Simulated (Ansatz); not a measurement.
Crystal: SnSe2.

```
CELL_PARAMETERS angstrom
3.81100 0.00000 0.00000
-1.90550 3.30042 0.00000
0.00000 0.00000 6.13600
ATOMIC_POSITIONS crystal
Sn 0.00000 0.00000 0.00000
Se 0.66667 0.33333 0.75100
Se 0.33333 0.66667 0.24900
```

```yaml
Program: Ansatz 0.2.0
Task: single point
Functional: PBEsol
Potentials_or_basis: Ansatz PAW
Cutoff: "420 eV (not typed: the program's choice for these potentials)"
k_mesh: 8 × 8 × 5
Occupations: fermi-dirac, width 0.05 eV
Spin: no spin polarisation
```

On this cell: pressure 2.5 GPa; largest force 0.600 eV/Å; band gap on the k mesh 0.74 eV, indirect (least direct gap 1.01 eV).

The same run follows on a disturbed copy (atoms moved at random, drawn with an rms of 0.05 Å):

```xyz
3
Lattice="3.8110 0.0000 0.0000 -1.9055 3.3004 0.0000 0.0000 0.0000 6.1360" Properties=species:S:1:pos:R:3 pbc="T T T"
Sn   -0.0040   -0.0133   -0.0115
Se    1.8972    1.1299    4.5987
Se   -0.0040    2.2062    1.5534
```

What does the disturbed cell give?

The energy moves by -3.6 meV/atom; pressure 1.9 GPa; largest force 0.611 eV/Å; band gap on the k mesh 0.68 eV, indirect (least direct gap 1.00 eV).

Forces in eV/Å, atoms in the order of the input:
```
Sn  -0.012  0.203  0.318
Se   0.016 -0.168 -0.587
Se  -0.004 -0.034  0.269
```

Stress tensor (GPa, compression positive):
```
 1.31  0.01 -0.05
 0.01  1.53  0.36
-0.05  0.36  2.72
```

Caveats: odd divisions of the mesh miss points on the zone boundary, where band edges often lie, so the gap on the mesh can be too wide; spin-orbit coupling is left out, which moves the levels of the heavy elements; the PAW data sets come from PBE, with cores solved anew for the run's functional, which leaves a small shift of forces and pressure; this functional lacks dispersion, which binds the layers, so the pressure and a relaxed spacing across them are unreliable (some runs).

A k mesh can miss the band edges.
